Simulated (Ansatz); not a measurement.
# 1T-VSSe bilayer (like faces together) in a perpendicular field, part 3 of 3

Aim: how the 1T-VSSe bilayer (like faces together) screens a field along its normal, and what the field does to its bands. A positive field points along +c.

Ansatz 0.2.0; plane-wave DFT, PBE-D3(BJ), Ansatz PAW.

So far. Step 8 (Atoms held, field -0.25 V/Å): The dipole is -0.139 e·Å.

## (9) Response, atoms held

This step: plane-wave DFT, PBE-D3(BJ), Ansatz PAW; response to a field along the normal, atoms held (Ansatz 0.2.0).

The dipoles give the slope, and the difference of two potentials shows where the field is screened.

This step gave:

```
equivalent conductor thickness p/(ε₀AE) : 11.22 Å
distance between the outer atoms        : 8.907 Å
```

The dipole of the cell by applied field:

| applied field (V/Å) | dipole of the cell (e·Å) |
| --- | --- |
| -0.250 | -0.139 |
| -0.030 | -0.0173 |
| 0.000 | -7.4e-4 |
| 0.030 | 0.0158 |
| 0.150 | 0.0819 |
| 0.250 | 0.137 |

Local field over the applied field, running mean. From the potentials at -0.03 and 0.03 V/Å; running mean over 2.5 Å. Local field over applied field against z:

| z (Å) | local field over applied field |
| --- | --- |
| 4.5 | 0.998 |
| 5.0 | 0.995 |
| 5.5 | 0.985 |
| 6.0 | 0.960 |
| 6.5 | 0.898 |
| 7.0 | 0.780 |
| 7.5 | 0.618 |
| 8.0 | 0.441 |
| 8.5 | 0.266 |
| 9.0 | 0.128 |
| 9.5 | 0.0554 |
| 10.0 | 0.0252 |
| 10.5 | 0.0139 |
| 11.0 | 0.0143 |
| 11.5 | 0.0140 |
| 12.0 | 0.00481 |
| 12.5 | 2.5e-4 |
| 13.0 | -0.00248 |
| 13.5 | -0.00266 |
| 14.0 | -0.00209 |
| 14.5 | 0.00160 |
| 15.0 | 0.00661 |
| 15.5 | 0.0150 |
| 16.0 | 0.0135 |
| 16.5 | 0.0152 |
| 17.0 | 0.0289 |
| 17.5 | 0.0643 |
| 18.0 | 0.149 |
| 18.5 | 0.297 |
| 19.0 | 0.474 |
| 19.5 | 0.649 |
| 20.0 | 0.806 |
| 20.5 | 0.913 |
| 21.0 | 0.966 |
| 21.5 | 0.988 |
| 22.0 | 0.996 |
| 22.5 | 0.999 |

Electrons, planar mean, per unit field. Induced electron density against z:

z (Å), induced electron density (e/Å³ per V/Å) and a bar from the least value:
```
      4.5    0.00001 ###############
      5.0    0.00002 ###############
      5.5    0.00007 ###############
      6.0    0.00019 ################
      6.5    0.00052 #################
      7.0    0.00129 #####################
      7.5    0.00271 ###########################
      8.0    0.00352 ##############################
      8.5    0.00151 ######################
      9.0    0.00083 ###################
      9.5    0.00066 ##################
     10.0   -0.00069 ############
     10.5    0.00018 ################
     11.0   -0.00014 ###############
     11.5    0.00023 ################
     12.0    0.00005 ###############
     12.5    0.00001 ###############
     13.0    0.00001 ###############
     13.5   -0.00001 ###############
     14.0   -0.00002 ###############
     14.5    0.00003 ###############
     15.0   -0.00009 ###############
     15.5   -0.00024 ##############
     16.0   -0.00002 ###############
     16.5    0.00030 ################
     17.0    0.00047 #################
     17.5   -0.00082 ############
     18.0   -0.00085 ############
     18.5   -0.00194 #######
     19.0   -0.00360 
     19.5   -0.00242 #####
     20.0   -0.00110 ###########
     20.5   -0.00043 #############
     21.0   -0.00016 ##############
     21.5   -0.00006 ###############
     22.0   -0.00002 ###############
     22.5   -0.00001 ###############
```

By hand: between -0.03 and 0.03 V/Å the dipole changes by 0.03306 e·Å, a slope of 0.5510 e·Å²/V. A perfect conductor of thickness t has p = ε₀AEt, so t = 180.95 × 0.5510 / 8.889 = 11.22 Å (e/ε₀ = 180.95 V·Å, A in Å²).

The induced dipole is that of a conductor 11.22 Å thick.

## (10) Field on, atoms free, field 0.1 V/Å

This step: plane-wave DFT, PBE-D3(BJ), Ansatz PAW (Ansatz 0.2.0).

Now the atoms may follow the field. A weak field makes forces of meV/Å to tens of meV/Å, so the force tolerance is set well below the usual one.

Input file input.yaml:

```yaml
crystal:
  lattice:
    - [3.2037129874, 0.0, 0.0]
    - [-1.6018564937, 2.7744968335, 0.0]
    - [0.0, 0.0, 26.9073742737]
  atoms:
    - { symbol: Se, position: [0.6666666667, 0.3333333333, 0.3344807973] }
    - { symbol: V, position: [0.0, 0.0, 0.3957911815] }
    - { symbol: S, position: [0.3333333333, 0.6666666667, 0.4482018179] }
    - { symbol: Se, position: [0.0, 0.0, 0.6655192027] }
    - { symbol: V, position: [0.3333333333, 0.6666666667, 0.604247561] }
    - { symbol: S, position: [0.6666666667, 0.3333333333, 0.5517330069] }
kpoints:
  mp_grid: { grid: [12, 12, 1] }
hamiltonian:
  xc: pbe
  dispersion: d3bj
scf:
  occupations: { method: fermi_dirac, width: 0.05 }
  convergence: { dr2_threshold: 1.0e-10 }
efield:
  axis: 3
  dipole_correction: true
  ramp_position: 0.9591
  ramp_width: 0.0818
  amplitude: 0.1
relax:
  f_tol: 0.001
  max_steps: 60
output:
  write_potential: true
  write_density: true
  volumetric_format: npy
```

Launch:

```bash
$ ansatz run input.yaml --threads 4 --pin off --max-ram 6144MiB --backend cpu --events-out ev --progress --plain --runs-dir out
```

Numbers of over 12 decimals in the logs are rounded to 6 here.

The log of the run:

```text
[...]
Crystal: 6 atoms, lattice volume = 239.171 Å³
Basis set: ecut = 420 eV, 4721 PW (Γ), exchange–correlation on 48×48×360 points (8 copies of the dense FFT grid, shifted against one another)
Bands: 42, of which v1, the nominal top of the filled ones, is band 35 counted from 1 (34 counted from 0)
Symmetry: 6 space group operations
[...]
k-points: 19 of 144 (time reversal used)
[...]
SCF iter   1: F=—  HF=-18575.128770 eV  |F-HF|=—  |Δ(HF+E_count)|=         —  Δρ=2.76e-2  dr2=5.20e0  ethr=3.10e-3  p=0.056 e·Å  D=4.24e-2 V/Å  ΔV_dip=-1.14 eV  dr2_dipole=1.98e-3  V_vac-E_F(+/−)=7.52/6.26 eV  ⟨swp⟩=9.3  Hψ=3512  notcnv=0  defer=4
[...]
SCF iter  12: F=-18574.004401 eV  HF=-18574.004401 eV  |F-HF|=2.47e-10  |Δ(HF+E_count)|=   1.26e-9  Δρ=5.72e-8  dr2=1.08e-11  ethr=1.00e-12  p=0.054 e·Å  D=4.11e-2 V/Å  ΔV_dip=-1.11 eV  dr2_dipole=6.28e-13  V_vac-E_F(+/−)=5.51/4.21 eV  ⟨swp⟩=7.0  Hψ=4149  notcnv=0
SCF 1 converged in 12 iterations: F = -18574.004401 eV  dr2 = 1.08e-11
[...]
relax step   1: F+E_penalty+E_count = -18574.00440144 eV  Δ(F+E_penalty+E_count) = +0.000e0 eV  max|allowed force component| = 4.938e-3 eV/Å  Δτ_max = 0.0000 Å  (12 SCF iters, accepted)
[...]
SCF iter   7: F=-18574.004401 eV  HF=-18574.004401 eV  |F-HF|=3.17e-10  |Δ(HF+E_count)|=   1.47e-9  Δρ=9.73e-8  dr2=4.48e-11  ethr=1.00e-12  p=0.054 e·Å  D=4.12e-2 V/Å  ΔV_dip=-1.11 eV  dr2_dipole=6.65e-12  V_vac-E_F(+/−)=5.50/4.21 eV  ⟨swp⟩=5.9  Hψ=4483  notcnv=0
SCF 2 converged in 7 iterations: F = -18574.004401 eV  dr2 = 4.48e-11
relax step   2: F+E_penalty+E_count = -18574.00440131 eV  Δ(F+E_penalty+E_count) = +1.389e-7 eV  max|allowed force component| = 2.590e-3 eV/Å  Δτ_max = 0.0016 Å  (7 SCF iters, rejected (line search))
SCF iter   1: F=—  HF=-18574.004511 eV  |F-HF|=—  |Δ(HF+E_count)|=         —  Δρ=6.64e-5  dr2=1.65e-5  ethr=3.29e-7  p=0.054 e·Å  D=4.12e-2 V/Å  ΔV_dip=-1.11 eV  dr2_dipole=4.24e-7  V_vac-E_F(+/−)=5.50/4.21 eV  ⟨swp⟩=2.0  Hψ=1423  notcnv=0
[...]
SCF iter   7: F=-18574.004403 eV  HF=-18574.004403 eV  |F-HF|=2.11e-10  |Δ(HF+E_count)|=  7.75e-10  Δρ=4.66e-8  dr2=6.86e-12  ethr=1.00e-12  p=0.054 e·Å  D=4.12e-2 V/Å  ΔV_dip=-1.11 eV  dr2_dipole=2.36e-12  V_vac-E_F(+/−)=5.50/4.21 eV  ⟨swp⟩=7.0  Hψ=3884  notcnv=0
SCF 3 converged in 7 iterations: F = -18574.004403 eV  dr2 = 6.86e-12
relax step   3: F+E_penalty+E_count = -18574.00440287 eV  Δ(F+E_penalty+E_count) = -1.428e-6 eV  max|allowed force component| = 7.704e-4 eV/Å  Δτ_max = 0.0007 Å  (7 SCF iters, accepted)
[...]
the band table was solved once a step of the walk had ended and its energy, with any forces and stress, was formed, with the checks that follow a solve (3498 applications of the Hamiltonian). They found nothing against the state; the energy, forces and stress were not computed again (output.eigenvalues in the input reference)
[...]
SCF converged after 7 iterations
Free energy (F): -18574.004403 eV
[...]
Internal energy: -18573.971510 eV  (E = F + TS)
E sigma→0 (E₀):  -18573.987956 eV
Entropy (-TS):   -0.032893 eV (-5.482 meV/atom)
Fermi energy:    2.091315 eV
Dipole field:    D = 0.041162 V/Å  (p = 0.054406 e·Å, saw-weighted, corrected)
Work function:   not extracted (applied field tilts the vacuum); planar V_es + V_field profile in the machine report
[...]
--- Forces (eV/Å), atoms counted from 1 ---
  atom   1  Se    -0.00000000     0.00000000     0.00037334
  atom   2  V     -0.00000000    -0.00000000    -0.00077037
  atom   3  S      0.00000000    -0.00000000     0.00049847
  atom   4  Se     0.00000000     0.00000000     0.00029463
  atom   5  V     -0.00000000    -0.00000000    -0.00070296
  atom   6  S      0.00000000    -0.00000000     0.00030682
  max |Σ_I F_I| component: 6.86e-8 eV/Å
--- Band table (eV; the first three rows and the last of 19) ---
  k-point 0: bands = [... 31 lower, 2.0146, 2.0209, 2.0329, 2.0329, 2.8569, 2.9429, 2.9429, 3.0453, ... 3 higher]
  k-point 1: bands = [... 31 lower, 1.5729, 1.7624, 1.7990, 2.0106, 2.3968, 2.9854, 3.1247, 3.2173, ... 3 higher]
  k-point 2: bands = [... 31 lower, 0.7065, 1.3687, 1.4179, 1.9315, 2.1513, 2.9909, 3.3115, 3.3487, ... 3 higher]
  k-point 18: bands = [... 31 lower, -0.7849, -0.7757, -0.6340, 2.9114, 2.9646, 3.0391, 3.0413, 3.0616, ... 3 higher]
--- Relaxed structure (3 steps of the walk, 2 accepted, 0 SCFs on fresh bases) ---
  F+E_penalty+E_count = -18574.00440287 eV   max|allowed force component| = 7.704e-4 eV/Å
  atoms:
    - { symbol: Se, position: [0.666667, 0.333333, 0.334467] }
    - { symbol: V, position: [0, 0, 0.395768] }
    - { symbol: S, position: [0.333333, 0.666667, 0.448184] }
    - { symbol: Se, position: [0, 0, 0.665544] }
    - { symbol: V, position: [0.333333, 0.666667, 0.604261] }
    - { symbol: S, position: [0.666667, 0.333333, 0.551750] }
```

Elapsed: 6.5 s, on 4 threads of Intel Xeon 6975P-C (Granite Rapids), shared host; peak memory 0.69 GiB; 24 s of CPU time.

No atom moved by 0.005 Å in the relaxation.

Numbers from this step:

```yaml
energy_at_zero_smearing: -18573.9880 eV
dipole_along_the_normal: 0.05441 e·Å
```

The relaxation took 3 steps and lowered the energy by 1.4e-6 eV; the largest force on the free atoms ends at 7.7e-4 eV/Å.

The dipole is 0.0544 e·Å.

## (11) Relaxing in the field, field -0.1 V/Å

The opposite sign, again from the field-free geometry; the difference of the two cancels what relaxes without a field.

Changes to input.yaml since step 10:

```diff
@@ -25,3 +25,3 @@
   ramp_width: 0.0818
-  amplitude: 0.1
+  amplitude: -0.1
 relax:
```

The log of the run:

```text
[...]
Crystal: 6 atoms, lattice volume = 239.171 Å³
Basis set: ecut = 420 eV, 4721 PW (Γ), exchange–correlation on 48×48×360 points (8 copies of the dense FFT grid, shifted against one another)
Bands: 42, of which v1, the nominal top of the filled ones, is band 35 counted from 1 (34 counted from 0)
Symmetry: 6 space group operations
[...]
F+E_penalty+E_count = -18574.00451888 eV   max|allowed force component| = 4.472e-4 eV/Å
  atoms:
    - { symbol: Se, position: [0.666667, 0.333333, 0.334465] }
    - { symbol: V, position: [0, 0, 0.395788] }
    - { symbol: S, position: [0.333333, 0.666667, 0.448195] }
    - { symbol: Se, position: [0, 0, 0.665523] }
    - { symbol: V, position: [0.333333, 0.666667, 0.604262] }
    - { symbol: S, position: [0.666667, 0.333333, 0.551741] }
[key lines of the parts left out:]
SCF converged after 6 iterations
Free energy (F): -18574.004519 eV
Fermi energy:    2.091192 eV
Dipole field:    D = -0.042039 V/Å  (p = -0.055565 e·Å, saw-weighted, corrected)
```

Run time: 6.3 s. Hardware: 4 threads; peak memory 0.69 GiB; 24 s of CPU time.

No atom moved by 0.005 Å in the relaxation.

This step gave:

| Property | Result |
| --- | --- |
| energy at zero smearing | -18573.9881 eV |
| dipole along the normal | -0.05557 e·Å |

The relaxation took 3 steps and lowered the energy by 1.3e-6 eV; the largest force on the free atoms ends at 4.5e-4 eV/Å.

The dipole is -0.0556 e·Å.

## (12) Response, atoms relaxed

This step: plane-wave DFT, PBE-D3(BJ), Ansatz PAW; response to a field along the normal, atoms relaxed (Ansatz 0.2.0).

The same analysis on the two relaxed runs holds the ionic part too; their mesh is coarser, so small differences from the held value can come from that.

Numbers from this step:

```
equivalent conductor thickness p/(ε₀AE) : 11.19 Å
distance between the outer atoms        : 8.908 Å
```

Dipole of the cell against applied field:

| applied field (V/Å) | dipole of the cell (e·Å) |
| --- | --- |
| -0.1000 | -0.0556 |
| 0.1000 | 0.0544 |

Local field over the applied field, running mean. From the potentials at -0.1 and 0.1 V/Å; running mean over 2.5 Å. Table of local field over applied field by z:

| z (Å) | local field over applied field |
| --- | --- |
| 4.5 | 0.998 |
| 5.0 | 0.995 |
| 5.5 | 0.985 |
| 6.0 | 0.959 |
| 6.5 | 0.898 |
| 7.0 | 0.781 |
| 7.5 | 0.617 |
| 8.0 | 0.438 |
| 8.5 | 0.252 |
| 9.0 | 0.116 |
| 9.5 | 0.0562 |
| 10.0 | 0.0362 |
| 10.5 | 0.0207 |
| 11.0 | 0.0348 |
| 11.5 | 0.0376 |
| 12.0 | 0.0101 |
| 12.5 | -0.00137 |
| 13.0 | 0.00859 |
| 13.5 | -3.3e-4 |
| 14.0 | -0.0123 |
| 14.5 | -0.00119 |
| 15.0 | 0.00713 |
| 15.5 | 0.0152 |
| 16.0 | 0.0261 |
| 16.5 | 0.0238 |
| 17.0 | 0.0302 |
| 17.5 | 0.0498 |
| 18.0 | 0.140 |
| 18.5 | 0.285 |
| 19.0 | 0.472 |
| 19.5 | 0.652 |
| 20.0 | 0.820 |
| 20.5 | 0.917 |
| 21.0 | 0.966 |
| 21.5 | 0.988 |
| 22.0 | 0.996 |
| 22.5 | 0.999 |

The induced electron density oscillates, so the rows of the table below give means over windows of 2.39 Å about each position, cut where the curve ends. Its maxima inside the range that stand out by 2 % of the span (Å: e/Å³ per V/Å): 7.9: 0.00353, 9.3: 0.00248, 10.3: 0.00581, 11.7: -8.7e-5, 15.8: 8.4e-4, 16.6: 1.1e-4, 18.1: 0.0111. Its minima: 8.8: -2.7e-4, 9.7: 0.00117, 11.1: -0.00603, 12.7: -7.8e-4, 16.3: -8.4e-4, 17.6: -0.0133, 19.1: -0.00287.

Electrons, planar mean, per unit field. Table of induced electron density by z; means over each step:

| z (Å) | induced electron density (e/Å³ per V/Å) |
| --- | --- |
| 5.23 | 9.2e-5 |
| 7.62 | 0.00180 |
| 10.01 | 1.0e-3 |
| 12.40 | -6.0e-4 |
| 14.79 | -2.4e-5 |
| 17.18 | -0.00108 |
| 19.57 | -0.00114 |
| 21.96 | -5.8e-5 |

The induced dipole is that of a conductor 11.19 Å thick.

## (13) The same run with other settings: scf.convergence.dr2_threshold = 1e-06

This step: plane-wave DFT, PBE-D3(BJ), Ansatz PAW (Ansatz 0.2.0).

A run with a changed input: it repeats the earlier run at 0.03 V/Å with scf.convergence.dr2_threshold from 1e-10 to 1e-06.

input.yaml, the sections that differ from step 11:

```yaml
kpoints:
  mp_grid: { grid: [18, 18, 1] }
  band_path:
    path: [[0, 0, 0], [0.5, 0, 0], [0.33333333, 0.33333333, 0], [0, 0, 0]]
    npoints: 16
scf:
  occupations: { method: fermi_dirac, width: 0.05 }
  convergence: { dr2_threshold: 1.0e-06 }
efield:
  axis: 3
  dipole_correction: true
  ramp_position: 0.97
  ramp_width: 0.06
  amplitude: 0.03
# crystal, hamiltonian, output: as in step 11
# relax: removed
```

The log of the run:

```text
[...]
Crystal: 6 atoms, lattice volume = 239.171 Å³
Basis set: ecut = 420 eV, 4721 PW (Γ)
Bands: 42, of which v1, the nominal top of the filled ones, is band 35 counted from 1 (34 counted from 0)
Symmetry: 6 space group operations
[...]
k-points: 37 of 324 (time reversal used)
[...]
SCF iter   1: F=—  HF=-18575.120835 eV  |F-HF|=—  |Δ(HF+E_count)|=         —  Δρ=2.76e-2  dr2=5.20e0  ethr=3.10e-3  p=0.017 e·Å  D=1.27e-2 V/Å  ΔV_dip=-0.34 eV  dr2_dipole=4.02e-3  V_vac-E_F(+/−)=7.11/6.72 eV  ⟨swp⟩=9.3  Hψ=6858  notcnv=0  defer=3
[...]
SCF iter   7: F=-18573.996423 eV  HF=-18573.996423 eV  |F-HF|=3.73e-7  |Δ(HF+E_count)|=   7.81e-6  Δρ=1.83e-5  dr2=8.31e-7  ethr=1.43e-9  p=0.016 e·Å  D=1.19e-2 V/Å  ΔV_dip=-0.32 eV  dr2_dipole=4.29e-8  V_vac-E_F(+/−)=5.09/4.68 eV  ⟨swp⟩=5.9  Hψ=5729  notcnv=0
SCF 1 converged in 7 iterations: F = -18573.996423 eV  dr2 = 8.31e-7
[...]
SCF converged after 7 iterations
Free energy (F): -18573.996423 eV
[...]
Internal energy: -18573.954548 eV  (E = F + TS)
E sigma→0 (E₀):  -18573.975486 eV
Entropy (-TS):   -0.041875 eV (-6.979 meV/atom)
Fermi energy:    2.089777 eV
Dipole field:    D = 0.011686 V/Å  (p = 0.015446 e·Å, saw-weighted, corrected)
Work function:   not extracted (applied field tilts the vacuum); planar V_es + V_field profile in the machine report
[...]
--- Band table (eV; the first three rows and the last of 37) ---
  k-point 0: bands = [... 31 lower, 2.0151, 2.0211, 2.0342, 2.0342, 2.8571, 2.9419, 2.9419, 3.0439, ... 3 higher]
  k-point 1: bands = [... 31 lower, 1.8329, 1.8873, 1.9166, 2.0186, 2.5163, 3.0069, 3.0388, 3.1340, ... 3 higher]
  k-point 2: bands = [... 31 lower, 1.2285, 1.6269, 1.6689, 1.9967, 2.3130, 2.9761, 3.2053, 3.2974, ... 3 higher]
  k-point 36: bands = [... 31 lower, -0.7910, -0.7720, -0.6346, 2.9117, 2.9666, 3.0393, 3.0415, 3.0629, ... 3 higher]
```

It took 7.4 s on 4 threads; peak memory 0.84 GiB.

This step gave:

- energy at zero smearing: -18573.9755 eV
- dipole along the normal: 0.01545 e·Å

Electronic bands along the path, in eV, zero at the Fermi level:

| point | band 32 | band 33 | band 34 | band 35 | band 36 | band 37 | band 38 | band 39 |
| --- | --- | --- | --- | --- | --- | --- | --- | --- |
| Γ | -0.07 | -0.07 | -0.06 | -0.06 | 0.77 | 0.85 | 0.85 | 0.95 |
| halfway | -1.59 | -0.97 | -0.92 | -0.39 | -0.26 | 0.98 | 1.18 | 1.21 |
| M | -2.34 | -1.03 | -0.90 | -0.83 | -0.72 | 1.00 | 1.02 | 1.49 |
| halfway | -2.68 | -2.51 | -2.43 | 0.14 | 0.23 | 1.06 | 1.09 | 1.32 |
| K | -2.88 | -2.86 | -2.72 | 0.82 | 0.88 | 0.95 | 0.95 | 0.97 |
| halfway | -2.07 | -1.56 | -1.53 | 0.06 | 0.10 | 0.72 | 0.85 | 1.29 |
| Γ | -0.07 | -0.07 | -0.06 | -0.06 | 0.77 | 0.85 | 0.85 | 0.95 |

| quantity | this run | earlier run | difference |
| --- | --- | --- | --- |
| dipole along the normal (e·Å) | 0.01545 | 0.01578 | -3.4e-4 |

It moves by -0.000337 e·Å.

Of the bands kept, 2 cross the Fermi level on this path.

## (14) The same run with other settings

An input spoilt on purpose, to show how the run answers: it repeats the earlier run at 0.03 V/Å with efield.ramp_width from 0.06 to 0.9, and scf.max_iter set to 50.

Changes to input.yaml since step 13:

```diff
@@ -22,3 +22,4 @@
   occupations: { method: fermi_dirac, width: 0.05 }
-  convergence: { dr2_threshold: 1.0e-06 }
+  convergence: { dr2_threshold: 1.0e-10 }
+  max_iter: 50
 efield:
@@ -27,3 +28,3 @@
   ramp_position: 0.97
-  ramp_width: 0.06
+  ramp_width: 0.9
   amplitude: 0.03
```

The log of the run:

```text
Engine: ansatz 0.2.0, x86_64-unknown-linux-gnu
Pseudopotentials: kind: paw
Pseudopotential: Se, paw, valence charge 16, recommended cutoff 420 eV (normal), Se.paw.azcp
Pseudopotential: V, paw, valence charge 13, recommended cutoff 420 eV (normal), V.paw.azcp
Pseudopotential: S, paw, valence charge 6, recommended cutoff 420 eV (normal), S.paw.azcp
Functional definition: PBE
  parameter kappa = 0.804
  parameter beta = 0.066725
  exchange = pbe_x(kappa = kappa, mu = beta*pi^2/3)
  correlation = pbe_c(beta = beta)
Crystal: 6 atoms, lattice volume = 239.171 Å³
Basis set: ecut = 420 eV, 4721 PW (Γ)
Bands: 42, of which v1, the nominal top of the filled ones, is band 35 counted from 1 (34 counted from 0)
Symmetry: 6 space group operations
Space group: P3m1 (ITA 156), of the structure as read, at distance tolerance 6.2e-5 Å
k-points: 37 of 324 (time reversal used)
Non-local potential: Se, projectors of the file, l = 0: 2, l = 1: 2, l = 2: 3, l = 3: 1
Non-local potential: V, projectors of the file, l = 0: 3, l = 1: 2, l = 2: 3, l = 3: 1
Non-local potential: S, projectors of the file, l = 0: 2, l = 1: 2, l = 2: 2
PAW form: soft (Blöchl's): semilocal exchange-correlation on the pseudo side does not see the compensation charge
PAW one-centre angular grid: Se, 590 points (default); XC on 64 Gauss nodes
PAW one-centre angular grid: V, 590 points (default); XC on 64 Gauss nodes
PAW one-centre angular grid: S, 110 points (default); XC on 64 Gauss nodes
Initial density: superposition of atomic densities (neutral atoms: chi_scale 0, normalization atom, screened)
Initial wavefunctions: pseudopotential atomic-orbital guess
Functional: x = pbe(κ = 0.804, μ = 0.219515), c = pbe(β = 0.066725)
Error: efield: ion 0 (Se) at fractional coordinate 0.3345 along the field axis lies inside the sawtooth ramp with 2 of the planes that the density is read on at each end, [0.9589, 0.8811] — the ramp must sit in vacuum (an ion there feels the fictitious reversed slope); set or move the ramp (efield.ramp_position / ramp_width) or move the geometry
```

Wall time 0.22 s (4 threads); peak memory 0.44 GiB.

The program refused the input before any cycle.

The program's message: “Error: efield: ion 0 (Se) at fractional coordinate 0.3345 along the field axis lies inside the sawtooth ramp with 2 of the planes that the density is read on at each end, [0.9589, 0.8811] — the ramp m …”

The fault put into the input: a ramp so wide that it reaches the atoms.

## (15) What came out

```json
{
 "gap without field": "none",
 "work function, upper face": "4.90 eV",
 "equivalent conductor thickness, atoms held": "11.2 Å",
 "equivalent conductor thickness, atoms relaxed": "11.2 Å"
}
```

**Reading.** The induced dipole equals that of a perfect conductor 11.22 Å thick, while the outer atoms lie 8.91 Å apart. There is no gap over 0.03 eV, with or without the field. The first relaxation ran with spin and lost its moment, and the later runs have none; other magnetic states were not tried. Spin-orbit coupling is left out.

[Logs are printed without paths, hosts, clocks, repeated set-up lines and the standing remarks that a program may print on its own settings, such as how far it seeks lower states.]

[Hosts, paths, dates, database ids (printed as entryN), source tags and the programs' standing remarks are cut or masked in the printed files.]

[Maps of the electrostatic potential energy from Ansatz leave out the sawtooth potential of an applied field or a dipole correction, so their vacuum need not be flat; planar profiles and work functions include it.]
